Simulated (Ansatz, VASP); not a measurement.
# One calculation of CdSe, two programs

```
Cd Se
1.0
     3.55735    0.00000    0.00000
     0.00000    3.55735    0.00000
     0.00000    0.00000    3.55735
Cd Se
1 1
Direct
  0.00000 0.00000 0.00000
  0.50000 0.50000 0.50000
```

Change from the starting cell: species swapped into the CsI type (Pm-3m, No. 221).

Alike in both runs: functional PBE; k mesh 16 × 16 × 16; occupations gaussian, width 0.1 eV; no spin polarisation.

Ansatz relaxed the structure, and its values are those at the end. VASP's run is a single point on that final structure, the one shown.

```csv
,VASP,Ansatz
version,VASP 6.6.1,Ansatz 0.2.0
potentials or method,"VASP PAW PBE potentials, release 64 (Cd, Se)","scalar-relativistic, plane waves, PAW"
plane-wave cutoff (eV),520,420
valence electrons in the cell,18,36
```

```csv
,VASP,Ansatz,Ansatz less VASP
gap on the k mesh at the Fermi level (eV),none,none,-
pressure (GPa),0.2,0.0,-0.27
```

A gap of «none» marks a metal or a gap that the smearing closes. The two sets of potentials don't hold the same shells in valence.
